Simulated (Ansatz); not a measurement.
Relaxed ZrO$_{2}$ (tetragonal-ZrO2 type, space group P4_2/nmc):

```xyz
6
Lattice="3.6208 0.0000 0.0000 0.0000 3.6208 0.0000 0.0000 0.0000 5.2843" Properties=species:S:1:pos:R:3 pbc="T T T"
Zr     0.0000     0.0000     0.0000
Zr     1.8104     1.8104     2.6421
O      0.0000     1.8104     1.0173
O      0.0000     1.8104     3.6594
O      1.8104     0.0000     1.6248
O      1.8104     0.0000     4.2670
```

A phonon eigenvector at Γ is frozen into this cell: atom i moves by Q times the vector below, so Q is the largest atomic displacement, in Å. The cell is held.

| atom | x | y | z |
|---|---|---|---|
| Zr1 | 0.000 | 0.000 | -0.351 |
| Zr2 | 0.000 | 0.000 | -0.351 |
| O3 | 0.000 | 0.000 | 1.000 |
| O4 | 0.000 | 0.000 | 1.000 |
| O5 | 0.000 | 0.000 | 1.000 |
| O6 | 0.000 | 0.000 | 1.000 |

All values below come from PBE (plane waves to 420 eV, PAW, scalar-relativistic; Ansatz, an electronic-structure program). k mesh 9×9×6 (Γ-centred), Fermi-Dirac smearing 0.05 eV. Energies are smeared free energies. The PAW data are Ansatz's earlier set. This is a high-temperature form of ZrO2. ZrO2 is run without spin polarisation. ZrO2 was relaxed with its symmetry unable to fall. ΔE is measured from the undisplaced structure.

```tsv
Q (Å)	ΔE (eV/cell)
-0.280	1.175
-0.187	0.543
-0.093	0.140
0.000	0.000
0.093	0.140
0.187	0.543
0.280	1.175
```

### Question
Which DFPT wavenumber at Γ belongs to this mode?
A) 73 cm⁻¹
B) 572 cm⁻¹
C) 320 cm⁻¹
D) 411 cm⁻¹

### Answer
C, 320 cm⁻¹. The curvature of the scan gives 320 cm⁻¹

(A displaced cell: forces are minus the slopes of the energy, force constants its curvatures, and phonons follow from these.)
